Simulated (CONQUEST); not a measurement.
The system is PbS (Galena).

```
Pb S
1.0
     4.19420    0.00000    0.00000
     0.00000    4.19420    0.00000
     0.00000    0.00000    5.93150
Pb S
2 2
Direct
  0.49890 0.48731 0.50117
  0.99890 0.98731 0.00117
  0.49662 0.49429 0.99958
  0.99662 0.99429 0.49958
```

The cell isn't the ideal one: atoms moved at random, drawn with an rms of 0.05 Å.

Base run:

- Program: CONQUEST 1.3
- Functional: PBE
- Potentials or basis: PseudoDojo NC PBE, DZ, grid cutoff 120 Ha
- k mesh: 6 × 6 × 5
- Occupations: fermi-dirac, width 0.05 eV
- Spin: no spin polarisation

Its results: band gap on the k mesh 0.90 eV; pressure 4.7 GPa; largest force 0.046 eV/Å.

Task: The run is repeated on the same cell with these changes: potentials or basis from PseudoDojo NC PBE, DZ, grid cutoff 120 Ha to PseudoDojo NC PBE, DZP, grid cutoff 120 Ha. What comes out?

Result: Band gap on the k mesh 0.86 eV; pressure 2.8 GPa; largest force 0.030 eV/Å.

Caveats: spin-orbit coupling is left out, which as a rule narrows the gap of such compounds by several tenths of an eV; an odd mesh through Γ misses points on the zone boundary, where band edges often lie; the basis of atomic orbitals isn't converged, which shifts pressures, moduli and gaps; the atomic basis is small (some runs); the box holds several primitive cells, so bands are folded and the points are those of the box's own zone (some runs).
